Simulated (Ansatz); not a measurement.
# GaSb (I-4m2): scan of the energy under strain, by script

What does a strain cost in GaSb (I-4m2)? Wanted for GaSb (I-4m2): a scan of the energy under strain.

Program: the Python package of Ansatz 0.2.0. Level of theory: DFT PBEsol, plane waves, PAW. These are calculated values, not measurements.

## 1. The structure

Symmetry: I-4m2, No. 119, tetragonal system. Conventional cell: a = 5.507 Å, b = 5.507 Å, c = 3.181 Å, α = 90.00°, β = 90.00°, γ = 90.00°. Ga (site symmetry -4m2) is surrounded by 4 Sb at 2.87 Å and 2 Ga at 3.18 Å. Sb (site symmetry -4m2) has 4 Ga at 2.87 Å and 2 Sb at 3.18 Å as nearest neighbours.

No structure file is read: the coordinates are typed or built in the script.

## 2. Script

strain_gasb.py

```python
# -*- coding: utf-8 -*-
'''Energy of GaSb under tetragonal strain, ions carried with the cell.'''

import ansatz as az
import matplotlib.pyplot as plt
import numpy as np

VECTORS = np.array([
    [-2.753434, 2.753434, 1.590707],
    [2.753434, -2.753434, 1.590707],
    [2.753434, 2.753434, -1.590707],
])
SITES = [
    ('Ga', (0.25, 0.75, 0.5)),
    ('Sb', (0.0, 0.0, 0.0)),
]


def crystal_on(cell):
    crystal = az.Crystal(lattice=az.Lattice.of(cell))
    for symbol, position in SITES:
        crystal = crystal.atom(symbol, position)
    return crystal

# clamped ions: the fractional positions stay as typed
values = np.linspace(-0.05, 0.05, 5)
energies = []
for d in values:
    strain = np.diag([d, d, (1 + d) ** -2 - 1])
    cell = VECTORS @ (np.eye(3) + strain)
    calc = (
        crystal_on(cell).calculation()
        .functional('pbesol')
        .pseudopotentials('paw')
        .basis(420)
        .occupations('gaussian', width=0.05)
        .kpoints(8, 8, 8)
    )
    data = calc.run(threads=1, backend='cpu').report
    energies.append(data['free_energy_ev'] / len(SITES))
    print(f'd = {d:+.4f}  F = {energies[-1]:.5f} eV/atom')
energies = np.array(energies)

for value, e in zip(values, energies):
    print(f'strain {value:7.3f}   E - Emin = {1000 * (e - energies.min()):9.3f} meV/atom')
plt.figure(figsize=(4.5, 3))
plt.plot(values, 1000 * (energies - energies.min()), 'o-')
plt.xlabel('strain')
plt.ylabel('meV/atom')
plt.tight_layout()
plt.savefig('strain.png', dpi=100)
curvature = 2 * np.polyfit(values, energies, 3)[1]
volume = abs(np.linalg.det(VECTORS)) / len(SITES)
print(f'd2E/dd2 over the volume: {curvature / volume * 160.21766:.1f} GPa')
```

## 3. The calls as engine input

The engine receives this input (first run):

```yaml
crystal:
  lattice:
    - [-2.6157622999999997, 2.6157622999999997, 1.7625562326869808]
    - [2.6157622999999997, -2.6157622999999997, 1.7625562326869808]
    - [2.6157622999999997, 2.6157622999999997, -1.7625562326869808]
  atoms:
    - { symbol: Ga, position: [0.25, 0.75, 0.5] }
    - { symbol: Sb, position: [0.0, 0.0, 0.0] }
basis:
  ecutwfc: 420.0
kpoints:
  mp_grid:
    grid: [8, 8, 8]
hamiltonian:
  xc: pbesol
  pseudopotentials:
    kind: paw
scf:
  occupations:
    method: gaussian
    width: 0.05
```

## 4. Running it

Launch:

```bash
$ python strain_gasb.py
```

The program printed:

```text
d = -0.0500  F = -5075.57144 eV/atom
d = -0.0250  F = -5075.60939 eV/atom
d = +0.0000  F = -5075.62484 eV/atom
d = +0.0250  F = -5075.59377 eV/atom
d = +0.0500  F = -5075.53236 eV/atom
strain  -0.050   E - Emin =    53.401 meV/atom
strain  -0.025   E - Emin =    15.444 meV/atom
strain   0.000   E - Emin =     0.000 meV/atom
strain   0.025   E - Emin =    31.071 meV/atom
strain   0.050   E - Emin =    92.474 meV/atom
d2E/dd2 over the volume: 372.3 GPa
```

Wall time 21 s (1 thread of Arm Neoverse V1, shared host); peak memory 0.45 GiB.

## 5. What changed from run to run

The engine's inputs for some of the other runs:

Run 2, against run 1:

```diff
@@ -3,3 +3,3 @@
-    - [-2.6157622999999997, 2.6157622999999997, 1.7625562326869808]
-    - [2.6157622999999997, -2.6157622999999997, 1.7625562326869808]
-    - [2.6157622999999997, 2.6157622999999997, -1.7625562326869808]
+    - [-2.68459815, 2.68459815, 1.6733275476660092]
+    - [2.68459815, -2.68459815, 1.6733275476660092]
+    - [2.68459815, 2.68459815, -1.6733275476660092]
```

Run 4, against run 1:

```diff
@@ -3,3 +3,3 @@
-    - [-2.6157622999999997, 2.6157622999999997, 1.7625562326869808]
-    - [2.6157622999999997, -2.6157622999999997, 1.7625562326869808]
-    - [2.6157622999999997, 2.6157622999999997, -1.7625562326869808]
+    - [-2.8222698499999996, 2.8222698499999996, 1.5140578227245691]
+    - [2.8222698499999996, -2.8222698499999996, 1.5140578227245691]
+    - [2.8222698499999996, 2.8222698499999996, -1.5140578227245691]
```

Run 5, against run 1:

```diff
@@ -3,3 +3,3 @@
-    - [-2.6157622999999997, 2.6157622999999997, 1.7625562326869808]
-    - [2.6157622999999997, -2.6157622999999997, 1.7625562326869808]
-    - [2.6157622999999997, 2.6157622999999997, -1.7625562326869808]
+    - [-2.8911057000000002, 2.8911057000000002, 1.442818140589569]
+    - [2.8911057000000002, -2.8911057000000002, 1.442818140589569]
+    - [2.8911057000000002, 2.8911057000000002, -1.442818140589569]
```

## 6. The runs side by side

The 5 runs, in the order started:

```csv
run,strain,energy from run 3 (meV/atom),SCF cycles,CPU time (s)
1,-0.050,53.40,6,3.7
2,-0.025,15.44,6,3.6
3,0.000,0.00,6,3.6
4,0.025,31.07,7,4.1
5,0.050,92.47,7,4.3
```

Energies are free energies F = E - TS of the smeared occupations. 

## 7. Summary of results

| quantity | value |
| --- | --- |
| curvature under the strain | 372.3 GPa |
| runs compared | 5 |
| range of energy | 92.47 meV/atom |
| lowest point, strain | 0.000 |

In words: The lowest point, at 0.000, lies inside the range. The ends stand 53.4 and 92.5 meV/atom above it. The curvature is positive, so the cell resists this strain. What to keep in mind:
- The curvature belongs to this strain pattern and to the cell's stress; it equals a single elastic constant only for simple patterns.
- In a metal a curvature from energy changes of a few meV or less hangs on mesh and smearing, in size and even in sign.
- The structure comes from a database of computed cells and needn't be a stable or known phase.
- The ions keep their fractional positions (clamped ions).
